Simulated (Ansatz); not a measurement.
**Convergence of Al₃Cu with the k-point mesh**

Theory: DFT r2SCAN, scalar-relativistic, plane waves, PAW (Ansatz 0.2.0).

```
Al Cu
1.0
     2.75565    0.00686    0.01214
     0.00686    2.82830    0.00470
     0.03283    0.01272    7.58822
Al Cu
3 1
Direct
  0.97711 0.97777 0.49685
  0.48303 0.48989 0.23826
  0.47609 0.53850 0.76707
  0.00950 0.01290 0.00658
```

The plane-wave cutoff is 500 eV and the occupation rule is Gaussian smearing, 0.1 eV. The spin treatment is unpolarised.

The atoms are held and the k-point mesh is swept. Energies are extrapolated to zero smearing and count from the reference run, 10×10×4. The cell was strained and its atoms displaced at random, so that forces don't vanish. The meshes are Γ-centred. Pressure is positive in compression.

Times are rough; the reference took 99 s on 1 thread of AMD EPYC (Zen 3), with other jobs on the host, peak memory 0.68 GiB.

Task: Tried: 1×1×1, 2×2×1, 4×4×2, 6×6×2, 8×8×4, 10×10×4. From which k-point mesh on does the energy per atom stay within 100, 10 and 1 meV of the reference?

Result: 2×2×1 for 100 meV, 8×8×4 for 10 meV, none but the reference for 1 meV. The reference itself isn't shown to be converged. At 8×8×4, where the energy is within 10 meV, force components still miss by up to 0.198 eV/Å, where the largest force is 0.750 eV/Å.

```
   mesh  ΔE (meV/atom) P (GPa) largest change of a force component (eV/Å) irreducible points wall time (s)
  1×1×1          -2820   -16.13                                       6.497                   1             12
  2×2×1          -64.6     1.77                                       0.877                   4            9.9
  4×4×2           93.7    -1.18                                       0.944                  20             17
  6×6×2          -12.0    -1.74                                       0.030                  40             23
  8×8×4           9.94    -1.33                                       0.198                 132             62
10×10×4           0.00    -1.26                                       0.000                 204             99
```